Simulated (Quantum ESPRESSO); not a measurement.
# ZnS (F-43m) in Quantum ESPRESSO: a series of runs, part 2 of 3

Quantum ESPRESSO 7.5. Earlier steps stand in the parts before.

## 3. Phonons, PBE

pw.in reads:

```
&CONTROL
  calculation = 'scf'
  prefix = 'pwscf'
  outdir = './tmp'
  pseudo_dir = './pseudo'
  tprnfor = .true.
  tstress = .true.
  disk_io = 'low'
/
&SYSTEM
  ibrav = 0
  nat = 2
  ntyp = 2
  ecutwfc = 70
  nbnd = 20
  occupations = 'smearing'
  smearing = 'fd'
  degauss = 0.00367493
/
&ELECTRONS
  conv_thr = 4d-10
  electron_maxstep = 120
  mixing_beta = 0.5
/
ATOMIC_SPECIES
Zn    65.3800 Zn_ONCV_PBE-1.2.upf
S     32.0600 S_ONCV_PBE-1.2.upf
CELL_PARAMETERS angstrom
   0.0000000000    2.7020000000    2.7020000000
   2.7020000000    0.0000000000    2.7020000000
   2.7020000000    2.7020000000    0.0000000000
ATOMIC_POSITIONS crystal
Zn     0.7500000000    0.7500000000    0.7500000000
S      0.0000000000    0.0000000000    0.0000000000
K_POINTS automatic
4 4 4 1 1 1
```

scf2.in reads:

```
&CONTROL
  calculation = 'scf'
  prefix = 'pwscf'
  outdir = './tmp'
  pseudo_dir = './pseudo'
  tprnfor = .true.
  tstress = .true.
  disk_io = 'low'
/
&SYSTEM
  ibrav = 0
  nat = 2
  ntyp = 2
  ecutwfc = 70
  nbnd = 20
  occupations = 'fixed'
/
&ELECTRONS
  conv_thr = 1d-13
  electron_maxstep = 120
  mixing_beta = 0.5
  startingpot = 'file'
  startingwfc = 'file'
/
ATOMIC_SPECIES
Zn    65.3800 Zn_ONCV_PBE-1.2.upf
S     32.0600 S_ONCV_PBE-1.2.upf
CELL_PARAMETERS angstrom
   0.0000000000    2.7020000000    2.7020000000
   2.7020000000    0.0000000000    2.7020000000
   2.7020000000    2.7020000000    0.0000000000
ATOMIC_POSITIONS crystal
Zn     0.7500000000    0.7500000000    0.7500000000
S      0.0000000000    0.0000000000    0.0000000000
K_POINTS automatic
4 4 4 1 1 1
```

ph.in reads:

```
phonons of ZnS
&INPUTPH
  prefix = 'pwscf'
  outdir = './tmp'
  tr2_ph = 1d-18
  fildyn = 'dyn'
  niter_ph = 90
  alpha_mix(1) = 0.7
  epsil = .true.
/
0.0000000000 0.0000000000 0.0000000000
```

dynmat.in reads:

```
&INPUT
  fildyn = 'dyn'
  asr = 'crystal'
  lperm = .true.
  filout = 'dynmat.disp'
  fileig = 'dynmat.eig'
/
```

dynmat_lo.in reads:

```
&INPUT
  fildyn = 'dyn'
  asr = 'crystal'
  filout = 'dynmat_lo.disp'
  fileig = 'dynmat_lo.eig'
  q(1) = 0
  q(2) = 0
  q(3) = 1
/
```

Potentials or basis: SG15 PBE 1.2.

The run is started by

```
$ OMP_NUM_THREADS=1 pw.x -in pw.in > pw.out
$ OMP_NUM_THREADS=1 pw.x -in scf2.in > scf2.out
$ OMP_NUM_THREADS=1 ph.x -in ph.in > ph.out
$ OMP_NUM_THREADS=1 dynmat.x -in dynmat.in > dynmat.out
$ OMP_NUM_THREADS=1 dynmat.x -in dynmat_lo.in > dynmat_lo.out
```

pw.out:

```text
This program is part of the open-source Quantum ESPRESSO suite
     for quantum simulation of materials; please cite
[... 9 lines left out ...]
     --------------------
     sticks:   dense  smooth     PW     G-vecs:    dense   smooth      PW
     Sum        1015    1015    301                20995    20995    3479

     Using Slab Decomposition

     bravais-lattice index     =            0
     lattice parameter (alat)  =       7.2210  a.u.
     unit-cell volume          =     266.2457 (a.u.)^3
     number of atoms/cell      =            2
     number of atomic types    =            2
     number of electrons       =        26.00
     number of Kohn-Sham states=           20
     kinetic-energy cutoff     =      70.0000  Ry
     charge density cutoff     =     280.0000  Ry
     scf convergence threshold =      4.0E-10
     mixing beta               =       0.5000
     number of iterations used =            8  plain     mixing
     Exchange-correlation= PBE
                           (   1   4   3   4   0   0   0)

     celldm(1)=   7.221031  celldm(2)=   0.000000  celldm(3)=   0.000000
     celldm(4)=   0.000000  celldm(5)=   0.000000  celldm(6)=   0.000000

[... 8 lines left out ...]
               b(3) = (  0.707107  0.707107 -0.707107 )

     PseudoPot. # 1 for Zn read from file:
     Zn_ONCV_PBE-1.2.upf
     Pseudo is Norm-conserving, Zval = 20.0
     Generated using ONCVPSP code by D. R. Hamann
[... 120 lines left out ...]
          k = 0.0884 0.0884 0.0884 (  2670 PWs)   bands (ev):

  -117.3732 -71.5448 -71.5448 -71.5448  -5.5103   1.1804   1.2002   1.2002
     1.6742   1.6742   6.3982   7.3640   7.3640  10.4424  13.8361  14.1872
    14.1872  18.6735  18.6735  20.1791

          k = 0.2652 0.2652-0.0884 (  2632 PWs)   bands (ev):

  -117.3732 -71.5449 -71.5448 -71.5448  -5.0064   1.2671   1.2758   1.2999
     1.6608   1.7063   4.1428   6.0942   6.9892  11.6782  14.2355  14.7491
    14.7557  17.7928  19.8593  20.8473

          k =-0.2652-0.2652 0.4419 (  2628 PWs)   bands (ev):
[... 19 lines left out ...]
  -117.3732 -71.5449 -71.5449 -71.5449  -4.4332   1.2889   1.4342   1.5798
     1.6914   1.9890   2.9461   4.6359   5.4473  12.4011  13.4965  15.4306
    17.1370  18.6859  21.2403  22.0551

          k = 0.0884-0.2652 0.4419 (  2634 PWs)   bands (ev):

  -117.3732 -71.5449 -71.5449 -71.5448  -4.6769   1.2898   1.3424   1.4849
     1.6937   1.7495   3.3285   5.2898   6.2451  12.4079  13.5364  14.7052
    16.2845  18.4198  21.2547  21.7825

          k =-0.6187 0.0884 0.0884 (  2626 PWs)   bands (ev):

  -117.3732 -71.5449 -71.5449 -71.5449  -4.4399   1.1893   1.4888   1.5086
     1.7378   1.8703   3.1185   5.0216   5.4716  11.3264  12.1838  17.2990
    18.1932  19.2650  21.1556  22.2680

          k = 0.2652 0.2652 0.2652 (  2617 PWs)   bands (ev):
[... 7 lines left out ...]
  -117.3732 -71.5449 -71.5449 -71.5448  -4.5292   1.2953   1.3879   1.6243
     1.6883   1.9004   2.8287   4.7538   6.1749  12.1081  13.9924  15.9646
    16.0525  18.8021  19.2266  22.8361

     the Fermi energy is     9.0993 ev

!    total energy              =    -420.90292943 Ry
     estimated scf accuracy    <          6.9E-11 Ry
     smearing contrib. (-TS)   =      -0.00000000 Ry
     internal energy E=F+TS    =    -420.90292943 Ry

     The total energy is F=E-TS. E is the sum of the following terms:
     one-electron contribution =    -337.93346268 Ry
     hartree contribution      =     172.63180667 Ry
     xc contribution           =     -41.00596062 Ry
     ewald contribution        =    -214.59531280 Ry

     convergence has been achieved in   9 iterations

     Forces acting on atoms (cartesian axes, Ry/au):

     atom    1 type  1   force =     0.00000000    0.00000000    0.00000000
     atom    2 type  2   force =     0.00000000    0.00000000   -0.00000000

     Total force =     0.000000     Total SCF correction =     0.000000

     Computing stress (Cartesian axis) and pressure

          total   stress  (Ry/bohr**3)                   (kbar)     P=       16.78
   0.00011404  -0.00000000   0.00000000           16.78       -0.00        0.00
  -0.00000000   0.00011404   0.00000000           -0.00       16.78        0.00
   0.00000000   0.00000000   0.00011404            0.00        0.00       16.78

=------------------------------------------------------------------------------=
   JOB DONE.
=------------------------------------------------------------------------------=
```

Run time: 4.4 min. Hardware: 1 thread of Arm Neoverse V1, shared host; peak memory 0.07 GiB.

Results:

| Property | Result |
| --- | --- |
| Free energy | -5726.6761 eV |
| Pressure after relaxing | 1.7 GPa |
| Electronic dielectric tensor (diagonal) | 5.98 |
| Born charges (mean of the diagonal) | Zn +2.00; S -2.01 e |
| Highest phonon frequency at Γ, LO-TO splitting left out | 273 cm⁻¹ |
| Static dielectric tensor (diagonal) | 9.10 |

Phonon frequencies in cm⁻¹ (negative: imaginary):
```
              q point           frequencies
(0.000, 0.000, 0.000)  14 14 14 273 273 273
```

Electronic dielectric tensor:
```
5.98 0.00 0.00
0.00 5.98 0.00
0.00 0.00 5.98
```

Born effective charge tensors (e):
atom 1, Zn
```
2.00 0.00 0.00
0.00 2.00 0.00
0.00 0.00 2.00
```
atom 2, S
```
-2.01  0.00  0.00
 0.00 -2.01  0.00
 0.00  0.00 -2.01
```

Optical modes at Γ, degenerate ones joined, polar ones without the macroscopic field:
```csv
cm⁻¹,components,symmetry,active in,"IR intensity, summed ((D/Å)²/amu)"
273,3,T2,IR and Raman,12.93
```

Zone-centre frequencies without and with the macroscopic field along z (cm⁻¹):
|  | optical modes in rising order |
| --- | --- |
| without | 273 273 273 |
| with the field | 273 273 337 |

Static dielectric tensor, electrons and zone-centre modes:
```
9.10 0.00 0.00
0.00 9.10 0.00
0.00 0.00 9.10
```

## 4. Phonons, PBE

Edit pw.in of step 3 so:

```diff
@@ -13,3 +13,4 @@
   ntyp = 2
-  ecutwfc = 70
+  ecutwfc = 55
+  ecutrho = 440
   nbnd = 20
@@ -25,4 +26,4 @@
 ATOMIC_SPECIES
-Zn    65.3800 Zn_ONCV_PBE-1.2.upf
-S     32.0600 S_ONCV_PBE-1.2.upf
+Zn    65.3800 Zn_pbe_v1.uspp.F.UPF
+S     32.0600 s_pbe_v1.4.uspp.F.UPF
 CELL_PARAMETERS angstrom
```

Edit scf2.in of step 3 so:

```diff
@@ -13,3 +13,4 @@
   ntyp = 2
-  ecutwfc = 70
+  ecutwfc = 55
+  ecutrho = 440
   nbnd = 20
@@ -25,4 +26,4 @@
 ATOMIC_SPECIES
-Zn    65.3800 Zn_ONCV_PBE-1.2.upf
-S     32.0600 S_ONCV_PBE-1.2.upf
+Zn    65.3800 Zn_pbe_v1.uspp.F.UPF
+S     32.0600 s_pbe_v1.4.uspp.F.UPF
 CELL_PARAMETERS angstrom
```

ph.in is that of step 3.

dynmat.in is that of step 3.

dynmat_lo.in is that of step 3.

Potentials or basis: SSSP 1.3 efficiency PBE.

The run is started by

```
$ OMP_NUM_THREADS=1 pw.x -in pw.in > pw.out
$ OMP_NUM_THREADS=1 pw.x -in scf2.in > scf2.out
$ OMP_NUM_THREADS=1 ph.x -in ph.in > ph.out
$ OMP_NUM_THREADS=1 dynmat.x -in dynmat.in > dynmat.out
$ OMP_NUM_THREADS=1 dynmat.x -in dynmat_lo.in > dynmat_lo.out
```

pw.out:

```text
This program is part of the open-source Quantum ESPRESSO suite
     for quantum simulation of materials; please cite
[... 9 lines left out ...]
     --------------------
     sticks:   dense  smooth     PW     G-vecs:    dense   smooth      PW
     Sum        1573     793    241                41391    14649    2445

     Using Slab Decomposition

     bravais-lattice index     =            0
     lattice parameter (alat)  =       7.2210  a.u.
     unit-cell volume          =     266.2457 (a.u.)^3
     number of atoms/cell      =            2
     number of atomic types    =            2
     number of electrons       =        26.00
     number of Kohn-Sham states=           20
     kinetic-energy cutoff     =      55.0000  Ry
     charge density cutoff     =     440.0000  Ry
     scf convergence threshold =      4.0E-10
     mixing beta               =       0.5000
     number of iterations used =            8  plain     mixing
     Exchange-correlation=  SLA  PW   PBX  PBC
                           (   1   4   3   4   0   0   0)

     celldm(1)=   7.221031  celldm(2)=   0.000000  celldm(3)=   0.000000
     celldm(4)=   0.000000  celldm(5)=   0.000000  celldm(6)=   0.000000

[... 8 lines left out ...]
               b(3) = (  0.707107  0.707107 -0.707107 )

     PseudoPot. # 1 for Zn read from file:
     Zn_pbe_v1.uspp.F.UPF
     Pseudo is Ultrasoft, Zval = 20.0
     Generated by new atomic code, or converted to UPF format
     Using radial grid of  943 points,  6 beta functions with:
                l(1) =   0
                l(2) =   0
                l(3) =   1
                l(4) =   1
                l(5) =   2
                l(6) =   2
     Q(r) pseudized with  8 coefficients,  rinner =    1.100   1.100   1.100
                                                       1.100   1.100

     PseudoPot. # 2 for S  read from file:
     s_pbe_v1.4.uspp.F.UPF
     Pseudo is Ultrasoft + core correction, Zval =  6.0
     Generated by new atomic code, or converted to UPF format
     Using radial grid of  907 points,  6 beta functions with:
                l(1) =   0
                l(2) =   0
                l(3) =   1
                l(4) =   1
                l(5) =   2
                l(6) =   2
     Q(r) pseudized with  8 coefficients,  rinner =    1.300   1.300   1.300
                                                       1.300   1.300

     atomic species   valence    mass     pseudopotential
     Zn               20.00    65.38000     Zn( 1.00)
[... 18 lines left out ...]
        k(    7) = (   0.0883883  -0.2651650   0.4419417), wk =   0.3750000
        k(    8) = (  -0.6187184   0.0883883   0.0883883), wk =   0.1875000
        k(    9) = (   0.2651650   0.2651650   0.2651650), wk =   0.0625000
        k(   10) = (  -0.2651650  -0.2651650   0.7954951), wk =   0.1875000

     Dense  grid:    41391 G-vectors     FFT dimensions: (  50,  50,  50)

     Smooth grid:    14649 G-vectors     FFT dimensions: (  36,  36,  36)

     Initial potential from superposition of free atoms

     starting charge      25.9998, renormalised to      26.0000
     Starting wfcs are   17 randomized atomic wfcs +    3 random wfcs

     Self-consistent Calculation

     iteration #  1     ecut=    55.00 Ry     beta= 0.50
     Davidson diagonalization with overlap
     ethr =  1.00E-02,  avg # of iterations =  5.2

     Threshold (ethr) on eigenvalues was too large:
     Diagonalizing with lowered threshold

     Davidson diagonalization with overlap
     ethr =  4.11E-04,  avg # of iterations =  1.2

     total energy              =    -485.74211516 Ry
     estimated scf accuracy    <       0.10483638 Ry
[... 50 lines left out ...]
     iteration #  9     ecut=    55.00 Ry     beta= 0.50
     Davidson diagonalization with overlap
     ethr =  4.36E-11,  avg # of iterations =  2.0

     End of self-consistent calculation

          k = 0.0884 0.0884 0.0884 (  1847 PWs)   bands (ev):

  -118.1316 -72.3011 -72.3011 -72.3011  -6.2801   0.4164   0.4363   0.4363
     0.9142   0.9142   5.6346   6.6011   6.6011   9.6735  13.0275  13.3707
    13.3707  17.8150  17.8150  19.4076

          k = 0.2652 0.2652-0.0884 (  1842 PWs)   bands (ev):

  -118.1316 -72.3012 -72.3011 -72.3011  -5.7747   0.5029   0.5122   0.5360
     0.9005   0.9461   3.3769   5.3273   6.2245  10.8994  13.4380  13.9344
    13.9568  16.9512  19.0146  20.0276

          k =-0.2652-0.2652 0.4419 (  1836 PWs)   bands (ev):
[... 19 lines left out ...]
  -118.1316 -72.3012 -72.3011 -72.3011  -5.1996   0.5264   0.6708   0.8173
     0.9311   1.2268   2.1762   3.8681   4.6794  11.6158  12.7074  14.6282
    16.3244  17.8832  20.3688  21.1570

          k = 0.0884-0.2652 0.4419 (  1827 PWs)   bands (ev):

  -118.1316 -72.3012 -72.3011 -72.3011  -5.4441   0.5266   0.5789   0.7212
     0.9334   0.9880   2.5612   4.5221   5.4785  11.6242  12.7459  13.9030
    15.4740  17.5908  20.4050  20.8818

          k =-0.6187 0.0884 0.0884 (  1815 PWs)   bands (ev):

  -118.1316 -72.3012 -72.3011 -72.3011  -5.2064   0.4263   0.7254   0.7451
     0.9783   1.1078   2.3508   4.2533   4.7032  10.5447  11.3946  16.5014
    17.3706  18.4910  20.2020  21.3505

          k = 0.2652 0.2652 0.2652 (  1844 PWs)   bands (ev):
[... 7 lines left out ...]
  -118.1316 -72.3012 -72.3011 -72.3011  -5.2959   0.5324   0.6246   0.8627
     0.9281   1.1372   2.0594   3.9862   5.4079  11.3218  13.2026  15.1472
    15.2596  18.0043  18.3569  21.9694

     the Fermi energy is     8.2763 ev

!    total energy              =    -485.77227820 Ry
     estimated scf accuracy    <          2.2E-10 Ry
     smearing contrib. (-TS)   =      -0.00000000 Ry
     internal energy E=F+TS    =    -485.77227820 Ry

     The total energy is F=E-TS. E is the sum of the following terms:
     one-electron contribution =    -454.74607875 Ry
     hartree contribution      =     234.27078127 Ry
     xc contribution           =     -50.70166792 Ry
     ewald contribution        =    -214.59531280 Ry

     convergence has been achieved in   9 iterations

     Forces acting on atoms (cartesian axes, Ry/au):

     atom    1 type  1   force =     0.00000000    0.00000000    0.00000000
     atom    2 type  2   force =     0.00000000    0.00000000   -0.00000000

     Total force =     0.000000     Total SCF correction =     0.000000

     Computing stress (Cartesian axis) and pressure

          total   stress  (Ry/bohr**3)                   (kbar)     P=       16.64
   0.00011315  -0.00000000   0.00000000           16.64       -0.00        0.00
  -0.00000000   0.00011315  -0.00000000           -0.00       16.64       -0.00
   0.00000000  -0.00000000   0.00011315            0.00       -0.00       16.64

=------------------------------------------------------------------------------=
   JOB DONE.
=------------------------------------------------------------------------------=
```

scf2.out:

```text
This program is part of the open-source Quantum ESPRESSO suite
     for quantum simulation of materials; please cite
[... 9 lines left out ...]
     --------------------
     sticks:   dense  smooth     PW     G-vecs:    dense   smooth      PW
     Sum        1573     793    241                41391    14649    2445
[... 210 lines left out ...]
   0.00011108  -0.00000000  -0.00000000           16.34       -0.00       -0.00
  -0.00000000   0.00011108  -0.00000000           -0.00       16.34       -0.00
  -0.00000000  -0.00000000   0.00011108           -0.00       -0.00       16.34

=------------------------------------------------------------------------------=
   JOB DONE.
=------------------------------------------------------------------------------=
```

ph.out:

```text
This program is part of the open-source Quantum ESPRESSO suite
     for quantum simulation of materials; please cite
         "P. Giannozzi et al., J. Phys.:Condens. Matter 21 395502 (2009);
         "P. Giannozzi et al., J. Phys.:Condens. Matter 29 465901 (2017);
         "P. Giannozzi et al., J. Chem. Phys. 152 154105 (2020);
     in publications or presentations arising from this work. More details at

[... 299 lines left out ...]

     INITIALIZATION:

     DIELECTRIC CONSTANT AND EFFECTIVE CHARGES:

     DYNAMICAL MATRIX:

      Additional routines

=------------------------------------------------------------------------------=
   JOB DONE.
=------------------------------------------------------------------------------=
```

Run time: 4.7 min. Hardware: 1 thread of Arm Neoverse V1, shared host; peak memory 0.18 GiB.

Results:

```
Free energy                                             : -6609.2685 eV
Pressure after relaxing                                 : 1.6 GPa
Electronic dielectric tensor (diagonal)                 : 5.96
Born charges (mean of the diagonal)                     : Zn +2.00; S -2.01 e
Highest phonon frequency at Γ, LO-TO splitting left out : 271 cm⁻¹
Static dielectric tensor (diagonal)                     : 9.14
```

Phonon frequencies in cm⁻¹ (negative: imaginary):
```
              q point           frequencies
(0.000, 0.000, 0.000)  -2 -2 -2 271 271 271
```

Electronic dielectric tensor:
```
5.96 0.00 0.00
0.00 5.96 0.00
0.00 0.00 5.96
```

Born effective charge tensors (e):
atom 1, Zn
```
2.00 0.00 0.00
0.00 2.00 0.00
0.00 0.00 2.00
```
atom 2, S
```
-2.01  0.00  0.00
 0.00 -2.01  0.00
 0.00  0.00 -2.01
```

Optical modes at Γ, degenerate ones joined, polar ones without the macroscopic field:
```
cm⁻¹  components  symmetry     active in  IR intensity, summed ((D/Å)²/amu)
 271           3        T2  IR and Raman                              12.93
```

Zone-centre frequencies without and with the macroscopic field along z (cm⁻¹):
```
                optical modes in rising order
       without                    271 271 271
with the field                    271 271 335
```

Static dielectric tensor, electrons and zone-centre modes:
```
9.14 0.00 0.00
0.00 9.14 0.00
0.00 0.00 9.14
```

(Part 2 of 3 ends here.)
